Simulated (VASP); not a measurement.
Runs of VASP 6.6.1 on PtSe2 (Sudovikovite). It takes space group P-3m1 (No. 164, trigonal). The conventional cell has a = 3.724 Å, b = 3.724 Å, c = 5.062 Å, α = 90.00°, β = 90.00°, γ = 120.00°. Around Pt (site symmetry -3m) lie 6 Se at 2.49 Å. Se (site symmetry 3m) is surrounded by 3 Pt at 2.49 Å. 

```csv
task,level,U,cell,k mesh,cutoff (eV),smearing,grid for exact exchange (PRECFOCK),exchange at q = 0,mesh quality,gap on the mesh (eV),pressure (GPa),largest force (eV/Å)
single point,PBE,-,as given,8 × 8 × 5,520,gaussian 0.1 eV,-,-,not flagged,none,7.3,0.60
band structure,TPSSh,-,as given,4 × 4 × 3,520,fermi-dirac 0.05 eV,Fast,default,coarse,none,4.1,0.35
atomic charges,SCAN+D3+U,Pt d U = 4 eV,as given,8 × 8 × 5,500,gaussian 0.01 eV,-,-,not flagged,none,(a),(b)
relaxation of cell and atoms,r2SCAN+D4,-,relaxed,8 × 8 × 5,600,gaussian 0.05 eV,-,-,not flagged,0.13,0.0,0.01
single point,PBE,-,as given,8 × 8 × 5,520,gaussian 0.026 eV,-,-,not flagged,none,7.3,0.58
```

Alike in all rows: potentials or basis VASP PAW PBE potentials, release 64 (Pt, Se); no spin polarisation.

Question: Estimate the missing entries.

Answer: (a) -2.1; (b) 0.21.

Caveats: some runs use coarse meshes; the PAW data sets were made with another functional, which shifts forces and pressure a little (some runs); an unscreened hybrid on a path of extra k points without a Coulomb cutoff has errors near the mesh points, so the bands along the path aren't reliable (some runs); U without spin polarisation on a metal has little footing (some runs); pairwise dispersion overbinds metals, which lowers pressure and volume (some runs); spin-orbit coupling is left out, which moves the levels of the heavy elements (some runs); an odd mesh through Γ misses points on the zone boundary, where band edges often lie (some runs).

A k mesh can miss the band edges, and the runs leave out spin-orbit coupling on Pt, Se.

A gap of «none» marks a metal or a gap under the smearing width.

Not every run made on this cell is shown here.
